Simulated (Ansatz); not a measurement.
Input of an Ansatz 0.2.0 run:

File input.yaml:

```yaml
crystal:
  lattice:
    - [3.076, 0.0, 0.0]
    - [-1.538, 2.663894142, 0.0]
    - [0.0, 0.0, 5.048]
  atoms:
    - { symbol: Si, position: [0.6666666667, 0.3333333333, 0.5] }
    - { symbol: Si, position: [0.3333333333, 0.6666666667, 0.0] }
    - { symbol: C, position: [0.6666666667, 0.3333333333, 0.885] }
    - { symbol: C, position: [0.3333333333, 0.6666666667, 0.385] }
hamiltonian:
  xc: pbe
  pseudopotentials: { kind: paw, level: accurate }
kpoints:
  mp_grid: { grid: [10, 10, 5] }
  band_path:
    path:
      - [[0.0, 0.0, 0.0], [0.5, 0.0, 0.0], [0.3333333333, 0.3333333333, 0.0], [0.0, 0.0, 0.0], [0.0, 0.0, 0.5], [0.5, 0.0, 0.5], [0.3333333333, 0.3333333333, 0.5], [0.0, 0.0, 0.5]]
      - [[0.5, 0.0, 0.5], [0.5, 0.0, 0.0]]
      - [[0.3333333333, 0.3333333333, 0.0], [0.3333333333, 0.3333333333, 0.5]]
    npoints: 14
scf:
  occupations: { method: fermi_dirac, width: 0.05 }
  n_extra_bands: 10
output:
  forces: true
  stress: true
  eigenvalues: true
  fatbands: false
  write_density: true
  write_potential: true
  elf: true
  volumetric_format: npy
```

Potentials or basis: Ansatz PAW earlier set.

The run is started by

```bash
$ ansatz run input.yaml --threads 2 --pin off --max-ram 5120MiB --backend cpu --events-out ev --progress --plain --runs-dir out
```

Q: What does it give for the band gap along the path?

A: 2.32 eV, indirect (least direct gap 4.08 eV).

Q: What does it give for the pressure?

A: 3.7 GPa.

Forces in eV/Å, atoms in the order of the input:
```
Si   0.000  0.000  0.753
Si   0.000  0.000  0.753
C    0.000  0.000 -0.753
C    0.000  0.000 -0.753
```

Caveat: the k mesh misses the band edges, so the gap on the mesh is wider than the one along the path. A hybrid or GW would open this gap; PBE tends to underestimate it.
